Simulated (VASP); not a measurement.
Ti3Pt:

```xyz
8
Lattice="5.0300 0.0000 0.0000 0.0000 5.0300 0.0000 0.0000 0.0000 5.0300" Properties=species:S:1:pos:R:3 pbc="T T T"
Ti    1.2575    0.0000    2.5150
Ti    2.5150    3.7725    0.0000
Ti    3.7725    0.0000    2.5150
Ti    2.5150    1.2575    0.0000
Ti    0.0000    2.5150    3.7725
Ti    0.0000    2.5150    1.2575
Pt    0.0000    0.0000    0.0000
Pt    2.5150    2.5150    2.5150
```

| Item | Value |
| --- | --- |
| Program | VASP 6.6.1 |
| Task | relaxation of cell and atoms |
| Functional | LDA |
| Potentials or basis | VASP PAW LDA potentials, release 64 (Ti_sv, Pt) |
| Cutoff | 600 eV |
| k mesh | 8 × 8 × 8 |
| Occupations | methfessel-paxton, width 0.1 eV |
| Spin | no spin polarisation |

At the start: pressure -9.3 GPa; volume 15.91 Å³/atom.

Problem. How do energy, volume and symmetry change on relaxing?

Solution. Over 4 steps the energy falls by 27.3 meV/atom and the volume is 15.02 Å³/atom (-5.6 %); space group Pm-3n (No. 223, to 0.05 Å).

The path:
| step | energy change (eV) | largest force (eV/Å) | pressure (GPa) | volume (Å³) |
| --- | --- | --- | --- | --- |
| 1 | 0.0000 | 0.0000 | -9.34 | 127.26 |
| 2 | 0.2470 | 0.0000 | 17.33 | 110.93 |
| 3 | -0.2185 | 0.0000 | -0.18 | 120.29 |
| 4 | -0.2186 | 0.0000 | -0.03 | 120.15 |

Final structure:
```
Ti Pt
1.0
     4.93451    0.00000    0.00000
     0.00000    4.93451    0.00000
     0.00000    0.00000    4.93451
Ti Pt
6 2
Direct
  0.25000 0.00000 0.50000
  0.50000 0.75000 0.00000
  0.75000 0.00000 0.50000
  0.50000 0.25000 0.00000
  0.00000 0.50000 0.75000
  0.00000 0.50000 0.25000
  0.00000 0.00000 0.00000
  0.50000 0.50000 0.50000
```
